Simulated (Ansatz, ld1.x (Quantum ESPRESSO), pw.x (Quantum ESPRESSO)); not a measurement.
# As (Z = 33): does the ultrasoft potential hold in the solid?

- Element: As
- Generator: ld1.x (Quantum ESPRESSO) 7.5
- Type: ultrasoft
- Functional: PBE
- Relativity: scalar-relativistic
- Frozen core: [Ar] 3d10
- Valence charge: 5
- Reference configuration: 4s2 4p3
- Partial waves: 4s (bound): rcut 1.40, rcutus 1.75 bohr; 4s channel at 0.4 Ry: rcut 1.40, rcutus 1.75 bohr; 4p (bound): rcut 1.90, rcutus 2.00 bohr; 4p channel at 0.1 Ry: rcut 1.90, rcutus 2.00 bohr; 4d channel at 0.05 Ry: rcut 1.85, rcutus 2.15 bohr
- Local potential: all-electron potential smoothed inside 1.65 bohr (lloc = -1)
- Core correction: Bessel-smoothed model core inside 1.50 bohr
- Augmentation charge: PSQ, radius 1.25 bohr

Crystal test: diamond As in pw.x 7.5, no spin, 8³ k-points, Fermi–Dirac smearing 0.01 Ry, cutoffs 40/380 Ry. The reference is all-electron LAPW (Ansatz 0.2.0) with the same functional, mesh and smearing; V0 and B0 come from Birch–Murnaghan fits to the pressures at five volumes. Errors are pseudo minus all-electron; Δ is the rms difference of the E(V) curves that follow from these fits, minima aligned, over ±6 % about the mean V0. Mesh and smearing are coarse, so the numbers serve the comparison and aren't converged zero-temperature values; the lattice is a test structure that the element need not adopt.

All-electron: a0 = 6.120 Å (V0 = 28.65 Å³/atom), B0 = 46.1 GPa.

**Question.** How far does the potential miss the all-electron equation of state?

**Answer.** mean pressure error (GPa): -0.06; a0 (Å): 6.118; a0 error (%): -0.04; B0 error (%): +0.8; Δ (meV/atom): 0.3.

```tsv
V (Å³/atom)	P all-electron (GPa)	P pseudo (GPa)
27.211	2.62	2.57
27.927	1.24	1.19
28.643	0.02	-0.04
29.359	-1.07	-1.13
30.075	-2.04	-2.11
```

**Question.** At the middle volume, how do free energy and pressure move when the wave cutoff is lowered (ecutrho held at 380 Ry)?

**Answer.**

| cutoff (Ry) | shift of F (meV/atom) | shift of P (GPa) |
| --- | --- | --- |
| 18 | +10.9 | -0.11 |
| 24 | +3.4 | -0.04 |
| 32 | +1.0 | +0.01 |

The run at the middle volume (29 k-points, 7 iterations) took about 9.3 s on one core of a shared host (Neoverse-V2, 192 threads, 742 GiB, load 33).
